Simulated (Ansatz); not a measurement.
diamond against fcc along groups 8 to 10

The calculation used Ansatz, DFT, RPBE, plane waves (420 eV) with PAW, scalar-relativistic. The PAW files were generated under PBE, with cores re-solved for the functional.

Each structure is relaxed within its symmetry, in the lowest magnetic state of the tried starts. Differences under about 8 meV lie within the error of the k-point mesh.

```csv
element,E(diamond) − E(fcc) (meV/atom),V(diamond) (Å³/atom),V(fcc) (Å³/atom),state of diamond,state of fcc
Ru,998,20.66,14.05,spin not included,spin not included
Os,1085,21.72,14.50,spin not included,spin not included
Co,1224,16.97,11.22,ferromagnetic,ferromagnetic
Rh,1031,21.52,14.31,spin not included,non-magnetic
Ir,939,21.95,14.68,spin not included,non-magnetic
Ni,1140,17.21,11.22,ferromagnetic,ferromagnetic
Pd,?,?,?,?,?
Pt,978,24.76,15.93,spin not included,spin not included
```

Q: Fill in the row of Pd.

A: E(diamond) − E(fcc) (meV/atom): 1017; V(diamond) (Å³/atom): 25.62; V(fcc) (Å³/atom): 15.82; state of diamond: ferromagnetic; state of fcc: spin not included.
